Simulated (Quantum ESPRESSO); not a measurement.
The system is WS2.

```
W S
1.0
     1.57900    0.91164    6.16333
    -1.57900    0.91164    6.16333
     0.00000   -1.82327    6.16333
W S
1 2
Direct
  0.00000 0.00000 0.00000
  0.58100 0.58100 0.58100
  0.75030 0.75030 0.75030
```

Measurements of this composition are mostly on another form, of space group No. 194.

Base run:

| Item | Value |
| --- | --- |
| Program | Quantum ESPRESSO 7.5 |
| Functional | PBEsol |
| Potentials or basis | GBRV 1.5 PBEsol |
| Cutoff | 762 eV |
| Density cutoff | 6095 eV |
| k mesh | 10 × 10 × 10 |
| Occupations | fermi-dirac, width 0.05 eV |
| Spin | no spin polarisation |
| Hubbard terms | W d U = 1 eV |

Its results: band gap on the k mesh 1.04 eV, indirect (least direct gap 2.20 eV); pressure -0.3 GPa; largest force 0.604 eV/Å.

Task: The run is repeated on the same cell with these changes: hubbard terms from W d U = 1 eV to W d U = 4 eV. What comes out?

Result: Band gap on the k mesh 1.13 eV, indirect (least direct gap 2.04 eV); pressure 0.0 GPa; largest force 0.609 eV/Å.

Caveats: spin-orbit coupling is left out, which moves the levels of the heavy elements.

A k mesh can miss the band edges.

Not every run made on this cell is shown here.
